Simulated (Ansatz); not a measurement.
# Si2Mo (P6_222) in Ansatz: a series of runs, part 2 of 2

Ansatz 0.2.0. The steps go on from the part before.

### Step 3. Band structure, r2SCAN

File input.yaml:

```yaml
crystal:
  lattice:
    - [4.5854715599, 0.0, 0.0]
    - [-2.29273578, 3.9711348592, 0.0]
    - [0.0, 0.0, 6.5797601]
  atoms:
    - { symbol: Mo, position: [0.5, 0.5, 0.8333333333] }
    - { symbol: Mo, position: [0.0, 0.5, 0.1666666667] }
    - { symbol: Mo, position: [0.5, 0.0, 0.5] }
    - { symbol: Si, position: [0.16387298, 0.32774596, 0.5] }
    - { symbol: Si, position: [0.67225404, 0.83612702, 0.1666666667] }
    - { symbol: Si, position: [0.83612702, 0.16387298, 0.8333333333] }
    - { symbol: Si, position: [0.83612702, 0.67225404, 0.5] }
    - { symbol: Si, position: [0.32774596, 0.16387298, 0.1666666667] }
    - { symbol: Si, position: [0.16387298, 0.83612702, 0.8333333333] }
hamiltonian:
  xc: r2scan
  pseudopotentials: { kind: paw }
kpoints:
  mp_grid: { grid: [7, 7, 4] }
  band_path:
    path:
      - [[0.0, 0.0, 0.0], [0.5, 0.0, 0.0], [0.3333333333, 0.3333333333, 0.0], [0.0, 0.0, 0.0], [0.0, 0.0, 0.5], [0.5, 0.0, 0.5], [0.3333333333, 0.3333333333, 0.5], [0.0, 0.0, 0.5]]
      - [[0.5, 0.0, 0.5], [0.5, 0.0, 0.0]]
      - [[0.3333333333, 0.3333333333, 0.0], [0.3333333333, 0.3333333333, 0.5]]
    npoints: 10
scf:
  occupations: { method: fermi_dirac, width: 0.05 }
  n_extra_bands: 22
output:
  forces: true
  stress: true
  eigenvalues: true
  fatbands: false
  write_density: true
  write_potential: true
  elf: true
  volumetric_format: npy
```

Potentials or basis: Ansatz PAW.

Launch:

```bash
> ansatz run input.yaml --threads 4 --pin off --max-ram 11264MiB --backend cpu --events-out ev --progress --plain --runs-dir out
```

Output:

```text
Warning: RAYON_NUM_THREADS=4 ignored (pool sized by the plan → 4); use --threads N
scf.n_extra_bands = 22 over 33 filled bands (N_el = 66.0): the run solves 55 bands
Engine: ansatz 0.2.0, x86_64-unknown-linux-gnu
Pseudopotentials: kind: paw
Pseudopotential: Mo, paw, valence charge 14, recommended cutoff 500 eV (meta_gga), Mo.paw.azcp
Pseudopotential: Si, paw, valence charge 4, recommended cutoff 500 eV (meta_gga), Si.paw.azcp
Functional definition: r2SCAN
  parameter k0 = 0.174
  parameter k1 = 0.065
  parameter a1 = 4.9479
  exchange = r2scan_x(k0 = k0, k1 = k1, a1 = a1)
  correlation = r2scan_c
Crystal: 9 atoms, lattice volume = 119.814 Å³
Basis set: ecut = 500 eV, 3101 PW (Γ), exchange–correlation on 144×144×192 points (64 copies of the dense FFT grid, shifted against one another)
Bands: 55, of which v1, the nominal top of the filled ones, is band 33 counted from 1 (32 counted from 0)
Symmetry: 12 space group operations
Space group: P6222 (ITA 180), of the structure as read, at distance tolerance 4.9e-5 Å
k-points: 24 of 196 (time reversal used)
Non-local potential: Mo, projectors of the file, l = 0: 3, l = 1: 2, l = 2: 2, l = 3: 1
Non-local potential: Si, projectors of the file, l = 0: 2, l = 1: 2, l = 2: 2
PAW form: soft (Blöchl's): semilocal exchange-correlation on the pseudo side does not see the compensation charge
PAW frozen core: Mo, regenerated for the run's functional (the file was generated under x = pbe(κ = 0.804, μ = 0.2195149727645171), c = pbe(β = 0.06672455060314922))
PAW frozen core: Si, regenerated for the run's functional (the file was generated under x = pbe(κ = 0.804, μ = 0.2195149727645171), c = pbe(β = 0.06672455060314922))
PAW one-centre angular grid: Mo, 590 points (default); XC on 160 Gauss nodes
PAW one-centre angular grid: Si, 302 points (default); XC on 160 Gauss nodes
Initial density: superposition of atomic densities (neutral atoms: chi_scale 0, normalization atom), corrected by the library's trained network
Initial wavefunctions: pseudopotential atomic-orbital guess
Functional: x = r2scan, c = r2scan; τ floored in thin density (d = 2e-4 eV/Å³)
SCF iter   1: F=—  HF=-18741.045252 eV  |F-HF|=—  |Δ(HF+E_count)|=         —  Δρ=9.62e-3  dr2=8.22e-2  dr2_τ=1.01e-1  ethr=1.77e-3  ⟨swp⟩=5.7  Hψ=5750  notcnv=0  defer=100
preconditioner: auto → Resta (q_TF=auto, 2.470 Å⁻¹)  ε∞=5.6  [insulator: Δε(μ)=0.351 eV  Ē_g=10.265 eV  σ=0.050 eV  W_gap=0.94  n_scr=22 (ndim 8)  ℏωp=22.0 eV  f_vac=0.000  D(μ)=0.07/eV (n_scr^D=0)  ε∞_Penn≈5.6]
SCF iter   2: F=—  HF=-18741.156510 eV  |F-HF|=—  |Δ(HF+E_count)|=   1.11e-1  Δρ=5.94e-3  dr2=2.36e-2  dr2_τ=1.46e-3  ethr=1.25e-4  ⟨swp⟩=2.0  Hψ=2266  notcnv=0  defer=302
SCF iter   3: F=—  HF=-18741.159657 eV  |F-HF|=—  |Δ(HF+E_count)|=   3.15e-3  Δρ=2.03e-3  dr2=6.76e-3  dr2_τ=1.37e-3  ethr=3.58e-5  ⟨swp⟩=2.0  Hψ=1836  notcnv=0  defer=302
SCF iter   4: F=—  HF=-18741.158890 eV  |F-HF|=—  |Δ(HF+E_count)|=   7.67e-4  Δρ=2.97e-4  dr2=4.21e-5  dr2_τ=5.69e-6  ethr=1.02e-5  ⟨swp⟩=2.0  Hψ=1326  notcnv=0  defer=302
SCF iter   5: F=—  HF=-18741.158900 eV  |F-HF|=—  |Δ(HF+E_count)|=   9.92e-6  Δρ=8.23e-5  dr2=5.94e-6  dr2_τ=3.04e-7  ethr=6.39e-8  ⟨swp⟩=2.0  Hψ=1663  notcnv=0  defer=302
SCF iter   6: F=—  HF=-18741.158903 eV  |F-HF|=—  |Δ(HF+E_count)|=   3.15e-6  Δρ=1.61e-5  dr2=2.84e-7  dr2_τ=2.19e-8  ethr=9.00e-9  ⟨swp⟩=2.3  Hψ=1666  notcnv=0  defer=302
SCF iter   7: F=-18741.158903 eV  HF=-18741.158903 eV  |F-HF|=1.05e-8  |Δ(HF+E_count)|=   2.15e-7  Δρ=2.57e-6  dr2=4.63e-9  dr2_τ=1.95e-10  ethr=1.52e-10  ⟨swp⟩=14.5  Hψ=8713  notcnv=0
SCF 1 converged in 7 iterations: F = -18741.158903 eV  dr2 = 4.63e-9
NSCF: frozen V_eff on 93 k-points
SCF converged after 7 iterations
Free energy (F): -18741.158903 eV
Harris-Foulkes:  -18741.158903 eV  (|F-HF|=1.05e-8)
Internal energy: -18741.158125 eV  (E = F + TS)
E sigma→0 (E₀):  -18741.158514 eV
Entropy (-TS):   -0.000778 eV (-0.086 meV/atom)
Fermi energy:    16.730364 eV
--- Per-component energies (eV) ---
  E_band       = -172.610529
  E_kinetic    = 1594.032420
  E_local      = -3413.376438  (includes V_loc(G=0)·N_el)
  E_nonlocal   = 571.168619
  E_hartree    = 1275.294811
  E_xc         = -858.421483
  E_vxc        = -1090.155304  (∫ρ·V_xc dr)
  E_paw        = -12769.139496  (= ΣΔE_a)
  E_vpaw       = -449.658578  (= ΣTr[D̂ρ^β])
  E_aug_tail   = 0.000058  (compensation charges beyond the density's cutoff)
  E_vtau       = 64.788220  (kinetic-family band-sum trace: ∫τ·v_τ [+ j·A + Jᵃ·Aᵃ] dr)
  E_ewald      = -5139.594408
  E_core_change = -1.122209  (= ΣΔE_core)
  E_smearing   = -0.000778  (= −TS)
  E_closure    = 0.000000  (closes the sum)
  Σ components = -18741.158903   (vs F -18741.158903, Δ=0.00e0)
--- Forces (eV/Å), atoms counted from 1 ---
  atom   1  Mo    -0.00000000     0.00000000     0.00000000
  atom   2  Mo     0.00000000    -0.00000000    -0.00000000
  atom   3  Mo     0.00000000     0.00000000    -0.00000000
  atom   4  Si     0.00000000    -0.00166899     0.00000000
  atom   5  Si     0.00144539     0.00083449     0.00000000
  atom   6  Si     0.00144539    -0.00083449    -0.00000000
  atom   7  Si    -0.00000000     0.00166899     0.00000000
  atom   8  Si    -0.00144539    -0.00083449     0.00000000
  atom   9  Si    -0.00144539     0.00083449    -0.00000000
  max |Σ_I F_I| component: 9.13e-17 eV/Å
--- Stress (GPa, compression-positive) ---
       -0.205906      -0.000000      -0.000000
       -0.000000      -0.205906       0.000000
       -0.000000       0.000000      -0.313851
  P = ⅓ Tr σ = -0.2419 GPa (-2.419 kbar)
--- Band table (eV; the first three rows and the last of 24) ---
  k-point 0: bands = ["-46.4179", "-46.3839", "-46.3839", "-19.9385", "-19.9370", "-19.9370", "-19.9226", "-19.9226", "-19.8278", "-19.7689", "-19.7689", "-19.7513", "1.8277", "5.0983", "5.0983", "8.9279", "9.6700", "9.6700", "10.3666", "10.3666", "11.2215", "11.4315", "11.4315", "11.7604", "12.7861", "12.7861", "13.2816", "13.2816", "13.4760", "13.4760", "13.7375", "14.3984", "15.7929", "18.8763", "19.1995", "19.1995", "19.3671", "19.4499", "19.6192", "19.6192", "19.8772", "19.8772", "20.3471", "20.3471", "20.5286", "20.7099", "21.0206", "21.0206", "21.5002", "21.5002", "22.5477", "24.5554", "24.5831", "24.5831", "26.1513"]
  k-point 1: bands = ["-46.4148", "-46.3952", "-46.3757", "-19.9777", "-19.9343", "-19.9295", "-19.9101", "-19.8786", "-19.8304", "-19.8069", "-19.7692", "-19.7379", "2.0706", "3.8319", "6.3618", "9.1191", "9.5474", "9.7667", "9.9714", "10.5947", "10.8819", "11.0281", "11.2470", "11.2586", "12.9346", "13.1112", "13.1183", "13.3860", "13.7147", "14.0605", "14.1426", "14.4329", "16.1983", "18.8532", "19.0525", "19.1123", "19.2743", "19.3782", "19.3984", "19.4309", "19.7093", "19.7915", "20.0661", "20.1181", "20.3046", "20.5142", "20.8852", "21.2983", "21.3690", "23.2037", "23.5100", "23.6132", "23.9091", "24.0288", "25.9144"]
  k-point 2: bands = ["-46.4065", "-46.4065", "-46.3728", "-19.9923", "-19.9388", "-19.9120", "-19.9120", "-19.8301", "-19.8301", "-19.8167", "-19.8167", "-19.7263", "2.7695", "2.7695", "7.1526", "8.8943", "9.5504", "9.5504", "9.8282", "10.5970", "10.5970", "11.2193", "11.2193", "11.2213", "12.8471", "12.9194", "12.9194", "13.0525", "14.1752", "14.1752", "14.3751", "15.8941", "15.8941", "18.6857", "19.1606", "19.2330", "19.2330", "19.4097", "19.4397", "19.4397", "19.5825", "19.5825", "19.9849", "19.9877", "20.0479", "20.0479", "21.1795", "21.1795", "21.2572", "22.0390", "23.9821", "23.9821", "24.0154", "24.0154", "26.6341"]
  k-point 23: bands = ["-46.4059", "-46.3926", "-46.3864", "-19.9901", "-19.9762", "-19.9700", "-19.8920", "-19.8735", "-19.8560", "-19.7694", "-19.7653", "-19.7252", "4.7304", "4.8365", "5.5144", "6.4612", "6.7731", "8.0595", "10.0760", "10.2471", "10.8677", "11.6329", "12.6065", "12.6354", "13.0190", "13.0441", "13.2222", "13.3458", "14.3674", "14.7520", "14.9820", "15.3140", "16.1196", "17.4005", "17.8081", "17.9799", "18.5399", "18.6821", "18.8209", "18.9666", "19.4649", "20.1474", "20.2530", "20.5823", "21.6701", "21.7164", "22.0306", "22.6706", "22.9073", "23.1109", "23.4671", "23.8290", "24.5795", "24.6839", "26.5557"]
```

Run time: 37 s. Hardware: 4 threads of Intel Xeon at 2.50GHz (Skylake/Cascade Lake), shared host; peak memory 0.98 GiB.

What came out:

```
Free energy             : -18741.1589 eV
Pressure                : -0.2 GPa
Band gap on the k mesh  : 0.37 eV, indirect (least direct gap 0.78 eV)
Band gap along the path : 0.16 eV, indirect (least direct gap 0.69 eV)
```

Levels at the corners of the path, in eV from the valence-band top:
```csv
point,band 29,band 30,band 31,band 32,band 33,band 34,band 35,band 36,band 37,band 38
Γ,-3.17,-3.17,-2.91,-2.25,-0.85,2.23,2.55,2.55,2.72,2.80
M,-2.37,-2.24,-1.62,-1.10,-0.68,0.16,0.85,1.00,1.48,2.18
K,-2.94,-2.62,-1.11,-1.11,-0.89,0.79,1.13,1.13,1.67,1.67
Γ,-3.17,-3.17,-2.91,-2.25,-0.85,2.23,2.55,2.55,2.72,2.80
A,-2.47,-2.47,-2.27,-0.75,-0.75,2.04,2.51,2.59,2.59,2.76
L,-3.14,-2.80,-2.03,-1.27,0.00,0.69,1.23,1.52,1.54,1.83
H,-1.92,-1.92,-1.55,-1.55,-0.61,0.77,1.31,1.31,1.98,1.98
A,-2.47,-2.47,-2.27,-0.75,-0.75,2.04,2.51,2.59,2.59,2.76
L,-3.14,-2.80,-2.03,-1.27,0.00,0.69,1.23,1.52,1.54,1.83
M,-2.37,-2.24,-1.62,-1.10,-0.68,0.16,0.85,1.00,1.48,2.18
K,-2.94,-2.62,-1.11,-1.11,-0.89,0.79,1.13,1.13,1.67,1.67
H,-1.92,-1.92,-1.55,-1.55,-0.61,0.77,1.31,1.31,1.98,1.98
```

Caveat: the k mesh misses the band edges, so the gap on the mesh is wider than the one along the path; the PAW data sets come from PBE, with cores solved anew for the run's functional, which leaves a small shift of forces and pressure. r2SCAN opens gaps a little over a GGA but as a rule still falls short of measured ones.
